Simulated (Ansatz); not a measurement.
## ZrO$_{2}$: computed property card

ZrO₂:
```
ZrO2
1.0
    3.58844     0.00000     0.00000
    0.00000     3.58844     0.00000
    0.00000     0.00000     5.20008
Zr O
2 4
Direct
  0.00000   0.00000   0.00000
  0.50000   0.50000   0.50000
  0.00000   0.50000   0.19825
  0.00000   0.50000   0.69825
  0.50000   0.00000   0.30175
  0.50000   0.00000   0.80175
```

Space group P4_2/nmc (No. 137); conventional cell a = 3.5884 Å, b = 3.5884 Å, c = 5.2001 Å, α = 90.00°, β = 90.00°, γ = 90.00°.

Method: HSE06 in the plane-wave PAW code Ansatz. Geometry: relaxed at this level of theory. Other levels are named where they apply.

**Cell and energy**

- Volume per atom: 11.16 Å³
- Density: 6.11 g/cm³

**Electronic structure**

- Band gap = 5.74 eV (indirect)
- Valence-band maximum = on the M–Γ line, 55 % of the way from M
- Conduction-band minimum = at Γ
- Smallest direct gap on the standard path = 5.83 eV

**Mechanics**

- Bulk modulus (Birch–Murnaghan fit): 177 GPa
- Pressure derivative B′: 6.2

**Charges**

- Bader charges = Zr +2.75, O -1.37 e

This is a known high-temperature phase of the composition, computed here at zero pressure and temperature. The HSE06 relaxation kept the symmetry of its start; its stability against distortions is not shown here. No spin polarisation was allowed. The hybrid was solved on a coarse mesh, the path and, where they were found, the r²SCAN edge points; its band edges are the extreme levels among these. Scalar-relativistic: spin–orbit coupling is off unless named, which matters more the heavier the elements.

Potentials: the later of the program's two PAW sets.
